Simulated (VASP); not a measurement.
# AlN in VASP: one cell, several levels of theory

What does VASP give for AlN in the wurtzite structure, under -4.0 % strain along z alone, the cell held fixed? Runs: PBE, r2SCAN.

Code: VASP 6.6.1. PAW datasets, plane waves. (Simulation; spin polarisation is off.)

### Step 1. The structure to begin with

The cell comes from an earlier relaxation with r2SCAN in another program, then strained, with the atoms relaxed again.

The symmetry is P6_3mc (No. 186, hexagonal); a = 3.107 Å, c = 4.779 Å in the conventional setting, 9.99 Å³ an atom. Around Al lie 4 N at 1.87 Å; around N lie 4 Al at 1.87 Å.

Structure file:

```cif
data_structure
_symmetry_space_group_name_H-M 'P 1'
_symmetry_Int_Tables_number 1
_cell_length_a 3.1067
_cell_length_b 3.1067
_cell_length_c 4.7794
_cell_angle_alpha 90.000
_cell_angle_beta 90.000
_cell_angle_gamma 120.000
_cell_volume 39.95
loop_
_atom_site_label
_atom_site_type_symbol
_atom_site_fract_x
_atom_site_fract_y
_atom_site_fract_z
_atom_site_occupancy
Al1 Al 0.33333 0.66667 0.99209 1
Al2 Al 0.66667 0.33333 0.49209 1
N1 N 0.33333 0.66667 0.38291 1
N2 N 0.66667 0.33333 0.88291 1
```

### Step 2. Single point with PBE

INCAR reads:

```
ENCUT = 520.000000
SIGMA = 0.020000
EDIFF = 1.00e-07
GGA = PE
PREC = Accurate
IBRION = -1
ISIF = 2
ISMEAR = -1
NBANDS = 16
NELM = 120
NSW = 0
LASPH = .TRUE.
LCHARG = .FALSE.
LWAVE = .FALSE.
LREAL = .FALSE.
```

KPOINTS reads:

```
KPOINTS created by Atomic Simulation Environment
0
Gamma
12 12 6
0 0 0
```

KPOINTS_OPT reads:

```
special points
6
Reciprocal
0.0000000000 0.0000000000 0.0000000000 1
0.5000000000 0.0000000000 0.0000000000 1
0.3333333333 0.3333333333 0.0000000000 1
0.0000000000 0.0000000000 0.5000000000 1
0.5000000000 0.0000000000 0.5000000000 1
0.3333333333 0.3333333333 0.5000000000 1
```

POSCAR reads:

```
Al N
 1.0000000000000000
     3.1066937601931870    0.0000000000000000    0.0000000000000000
    -1.5533468800965935    2.6904757181059007    0.0000000000000000
     0.0000000000000000    0.0000000000000000    4.7794478898000001
 Al  N
   2   2
Cartesian
  0.0000000000000001  1.7936504787372674 -0.0378243971323606
  1.5533468800965939  0.8968252393686337  2.3518995477676388
  0.0000000000000001  1.7936504787372674  1.8301173558073607
  1.5533468800965939  0.8968252393686337  4.2198413007073610
```

The run uses the recommended PBE PAW datasets (16 valence electrons a neutral cell).

Started as:

```sh
$ mpirun -np 1 vasp_std
```

Printed to the terminal (iteration lines stand in OSZICAR):

```text
POSCAR found type information on POSCAR AlN
 POSCAR found :  2 types and       4 ions
 LDA part: xc-table for (Slater+PW92), standard interpolation
 POSCAR, INCAR and KPOINTS ok, starting setup
 FFT: planning ... GRIDC
 FFT: planning ... GRID_SOFT
 FFT: planning ... GRID
 WAVECAR not read
 entering main loop
 Start KPOINTS_OPT (optional k-point list driver)
k-point batch [1-6\6]
```

OSZICAR:

```text
N       E                     dE             d eps       ncg     rms          rms(c)
DAV:   1     0.410351491591E+02    0.41035E+02   -0.74459E+03  2448   0.902E+02
DAV:   2    -0.311810406486E+02   -0.72216E+02   -0.66353E+02  3392   0.189E+02
DAV:   3    -0.345394549318E+02   -0.33584E+01   -0.33497E+01  2992   0.419E+01
DAV:   4    -0.345591984380E+02   -0.19744E-01   -0.19743E-01  3016   0.361E+00
DAV:   5    -0.345594507400E+02   -0.25230E-03   -0.25230E-03  3024   0.412E-01    0.125E+01
DAV:   6    -0.296459233466E+02    0.49135E+01   -0.10502E+01  2952   0.239E+01    0.427E+00
DAV:   7    -0.296594989627E+02   -0.13576E-01   -0.73910E-01  2616   0.607E+00    0.302E+00
DAV:   8    -0.296519051497E+02    0.75938E-02   -0.60016E-02  2752   0.223E+00    0.572E-01
DAV:   9    -0.296468295651E+02    0.50756E-02   -0.12544E-02  3120   0.841E-01    0.241E-01
DAV:  10    -0.296474374977E+02   -0.60793E-03   -0.22498E-03  2656   0.303E-01    0.133E-01
DAV:  11    -0.296473529317E+02    0.84566E-04   -0.19638E-04  2752   0.110E-01    0.298E-02
DAV:  12    -0.296473562634E+02   -0.33317E-05   -0.11165E-05  2912   0.266E-02    0.782E-03
DAV:  13    -0.296473561374E+02    0.12596E-06   -0.45278E-06  2688   0.169E-02    0.340E-03
DAV:  14    -0.296473561423E+02   -0.48850E-08   -0.30398E-07  2776   0.472E-03
   1 F= -.29647356E+02 E0= -.29647356E+02  d E =-.622560E-11
       N       E                     dE             ncg
DAV:   1     0.230448772019E+04   -0.21898E+04      192
DAV:   2     0.190920933170E+04   -0.39528E+03      288
DAV:   3     0.189280457709E+04   -0.16405E+02      240
DAV:   4     0.189270170401E+04   -0.10287E+00      232
DAV:   5     0.189270013742E+04   -0.15666E-02      216
DAV:   6     0.189270010240E+04   -0.35021E-04      264
DAV:   7     0.189270010150E+04   -0.90681E-06      216
DAV:   8     0.189270010147E+04   -0.22663E-07      216
```

The lines after F= are the extra pass for the points of KPOINTS_OPT, at fixed density; their E is not a total energy.

Parts of OUTCAR:

```text
k-points           NKPTS =     76   k-points in BZ     NKDIM =     76   number of bands    NBANDS=     16

   NELECT =      16.0000    total number of electrons

   dimension x,y,z NGX =    24 NGY =   24 NGZ =   36
   dimension x,y,z NGXF=    48 NGYF=   48 NGZF=   72

  energy-cutoff  :      520.00
  volume of cell :       39.95
      direct lattice vectors                 reciprocal lattice vectors
     3.106693760  0.000000000  0.000000000     0.321885605  0.185840741  0.000000000
    -1.553346880  2.690475718  0.000000000     0.000000000  0.371681481  0.000000000
     0.000000000  0.000000000  4.779447890     0.000000000  0.000000000  0.209229188

 k-points in reciprocal lattice and weights: KPOINTS created by Atomic Simulation Env
   0.00000000  0.00000000  0.00000000       0.001
   0.08333333 -0.00000000  0.00000000       0.007
   0.16666667  0.00000000  0.00000000       0.007
   0.25000000 -0.00000000  0.00000000       0.007
   0.33333333  0.00000000  0.00000000       0.007
   0.41666667 -0.00000000  0.00000000       0.007
   0.50000000 -0.00000000  0.00000000       0.003
   0.08333333  0.08333333  0.00000000       0.007
[... 68 more k-points ...]

 E-fermi :   7.2541

 k-point     1 :       0.0000    0.0000    0.0000
  band No.  band energies     occupation
      1      -8.8715      2.00000
      2      -6.4009      2.00000
      3       0.5485      2.00000
      4       5.4922      2.00000
      5       5.4922      2.00000
      6       6.2769      2.00000
      7       6.2769      2.00000
      8       6.8691      2.00000
      9      11.2165      0.00000
     10      13.3026      0.00000
     11      17.6769      0.00000
     12      17.6769      0.00000
     13      17.8777      0.00000
     14      19.9112      0.00000
     15      19.9112      0.00000
     16      20.9467      0.00000

 k-point     2 :       0.0833   -0.0000    0.0000
  band No.  band energies     occupation
      1      -8.7812      2.00000
      2      -6.3545      2.00000
      3       0.6534      2.00000
      4       5.0896      2.00000
      5       5.3716      2.00000
      6       5.8879      2.00000
      7       6.2739      2.00000
      8       6.8177      2.00000
      9      11.6257      0.00000
     10      13.6626      0.00000
     11      17.0687      0.00000
     12      17.4589      0.00000
     13      17.9401      0.00000
     14      19.7121      0.00000
     15      20.0183      0.00000
     16      20.1780      0.00000

 k-point     3 :       0.1667    0.0000    0.0000
  band No.  band energies     occupation
      1      -8.5176      2.00000
      2      -6.2297      2.00000
      3       0.9628      2.00000
      4       4.1048      2.00000
      5       5.0453      2.00000
      6       5.0894      2.00000
      7       6.2297      2.00000
      8       6.6430      2.00000
      9      12.4732      0.00000
     10      14.3401      0.00000
     11      16.0500      0.00000
     12      16.5993      0.00000
     13      18.6834      0.00000
     14      19.0876      0.00000
     15      19.4807      0.00000
     16      19.5280      0.00000

 k-point     4 :       0.2500   -0.0000    0.0000
  band No.  band energies     occupation
      1      -8.1057      2.00000
      2      -6.0717      2.00000
      3       1.4585      2.00000
      4       2.9506      2.00000
      5       4.1103      2.00000
      6       4.7678      2.00000
      7       6.1305      2.00000
      8       6.3148      2.00000
      9      13.0850      0.00000
     10      14.3212      0.00000
     11      15.0819      0.00000
     12      16.7562      0.00000
     13      18.3587      0.00000
     14      18.7266      0.00000
     15      19.3532      0.00000
     16      19.8493      0.00000

 k-point     5 :       0.3333    0.0000    0.0000
  band No.  band energies     occupation
      1      -7.5965      2.00000
      2      -5.9577      2.00000
      3       1.9271      2.00000
      4       2.1053      2.00000
      5       3.2715      2.00000
      6       4.4900      2.00000
      7       5.8154      2.00000
      8       6.0132      2.00000
      9      12.9046      0.00000
     10      13.6608      0.00000
     11      14.9493      0.00000
     12      17.1399      0.00000
     13      18.1439      0.00000
     14      18.5532      0.00000
     15      19.4067      0.00000
     16      21.1014      0.00000

 k-point     6 :       0.4167   -0.0000    0.0000
  band No.  band energies     occupation
      1      -7.0930      2.00000
      2      -5.9667      2.00000
      3       1.2437      2.00000
      4       2.6720      2.00000
      5       2.7968      2.00000
      6       4.3059      2.00000
      7       5.2080      2.00000
      8       5.9223      2.00000
      9      12.5312      0.00000
     10      13.0554      0.00000
     11      15.1055      0.00000
     12      17.1919      0.00000
     13      17.7814      0.00000
     14      19.3018      0.00000
     15      19.5609      0.00000
     16      22.0907      0.00000

 k-point     7 :       0.5000   -0.0000    0.0000
  band No.  band energies     occupation
      1      -6.8352      2.00000
      2      -6.0351      2.00000
      3       1.0043      2.00000
      4       2.4556      2.00000
      5       3.1859      2.00000
      6       4.2419      2.00000
      7       4.8408      2.00000
      8       5.8886      2.00000
      9      12.3857      0.00000
     10      12.8408      0.00000
     11      15.1349      0.00000
     12      17.2403      0.00000
     13      17.6592      0.00000
     14      19.6234      0.00000
     15      19.6553      0.00000
     16      22.4536      0.00000

 k-point     8 :       0.0833    0.0833    0.0000
  band No.  band energies     occupation
      1      -8.6041      2.00000
      2      -6.2688      2.00000
      3       0.8606      2.00000
      4       4.5216      2.00000
      5       4.8450      2.00000
      6       5.5571      2.00000
      7       6.1763      2.00000
      8       6.7042      2.00000
      9      12.2528      0.00000
     10      14.2395      0.00000
     11      16.3042      0.00000
     12      16.7218      0.00000
     13      18.4784      0.00000
     14      19.2274      0.00000
     15      19.3638      0.00000
     16      20.1651      0.00000

 k-point     9 :       0.1667    0.0833    0.0000
  band No.  band energies     occupation
      1      -8.2657      2.00000
      2      -6.1264      2.00000
      3       1.2638      2.00000
      4       3.5367      2.00000
      5       4.1085      2.00000
      6       5.1017      2.00000
      7       6.0293      2.00000
      8       6.4552      2.00000
      9      13.0560      0.00000
     10      14.7662      0.00000
     11      15.3884      0.00000
     12      16.0522      0.00000
     13      18.5089      0.00000
     14      18.7128      0.00000
     15      19.4076      0.00000
     16      19.9019      0.00000

 k-point    10 :       0.2500    0.0833    0.0000
  band No.  band energies     occupation
      1      -7.8022      2.00000
      2      -5.9878      2.00000
      3       1.8356      2.00000
      4       2.4563      2.00000
      5       3.4468      2.00000
      6       4.5941      2.00000
      7       5.8741      2.00000
      8       6.0473      2.00000
      9      13.3653      0.00000
     10      14.1510      0.00000
     11      14.8670      0.00000
     12      16.6863      0.00000
     13      18.0186      0.00000
     14      18.4430      0.00000
     15      19.5447      0.00000
     16      20.7172      0.00000

 k-point    11 :       0.3333    0.0833    0.0000
  band No.  band energies     occupation
      1      -7.2848      2.00000
      2      -5.9368      2.00000
      3       1.5953      2.00000
      4       2.5190      2.00000
      5       2.8864      2.00000
      6       4.2073      2.00000
      7       5.4838      2.00000
      8       5.7411      2.00000
      9      13.0634      0.00000
     10      13.2803      0.00000
     11      15.1435      0.00000
     12      17.0266      0.00000
     13      17.8073      0.00000
     14      18.9447      0.00000
     15      19.5093      0.00000
     16      21.6669      0.00000

 k-point    12 :       0.4167    0.0833    0.0000
  band No.  band energies     occupation
      1      -6.8634      2.00000
      2      -6.0080      2.00000
      3       1.1258      2.00000
      4       2.5521      2.00000
      5       3.1348      2.00000
      6       4.0065      2.00000
      7       4.9282      2.00000
      8       5.6602      2.00000
      9      12.8143      0.00000
     10      12.8185      0.00000
     11      15.2748      0.00000
     12      17.1432      0.00000
     13      17.6917      0.00000
     14      19.5527      0.00000
     15      19.6008      0.00000
     16      22.1668      0.00000

[... the tables of k-points 13 to 76 left out ...]

  Total        2.4747409      2.4747409      4.7286870      0.0000000      0.0000000      0.0000000
  in kB       99.2510396     99.2510396    189.6469649      0.0000000      0.0000000      0.0000000
  external PRESSURE =     129.3830147 kB  Pullay stress =       0.0000000 kB

 POSITION                                       TOTAL-FORCE (eV/Angst)
 -----------------------------------------------------------------------------------
      0.00000      1.79365      4.74162        -0.000000      0.000000     -0.037614
      1.55335      0.89683      2.35190         0.000000     -0.000000     -0.037614
      0.00000      1.79365      1.83012         0.000000      0.000000      0.037614
      1.55335      0.89683      4.21984         0.000000     -0.000000      0.037614
 -----------------------------------------------------------------------------------
    total drift:                                0.000000      0.000000     -0.000694

  FREE ENERGIE OF THE ION-ELECTRON SYSTEM (eV)
  ---------------------------------------------------
  free  energy   TOTEN  =       -29.6473561423 eV

  energy  without entropy=      -29.6473561423  energy(sigma->0) =      -29.64735614
```

It took 25 s on 1 MPI rank of Intel Xeon Platinum 8488C, shared host; peak memory 0.18 GiB.

The levels at the points of KPOINTS_OPT are read from vasprun.xml.

Near the gap, in eV above the top of the last filled band v; c is the band after it:

```tsv
point	v−1	v	c	c+1
Γ	-0.59	0.00	4.35	6.43
M	-2.03	-0.98	5.52	5.97
K	-2.69	-2.69	5.06	8.15
A	-1.00	-1.00	6.48	6.48
L	-1.50	-1.50	5.34	5.34
H	-0.87	-0.87	7.50	7.50
```

PBE gives a direct gap of 4.35 eV at Γ. The pressure is 12.94 GPa, and the largest force is 0.038 eV/Å, on atom 1 (Al).

[end of part 1 of 2]
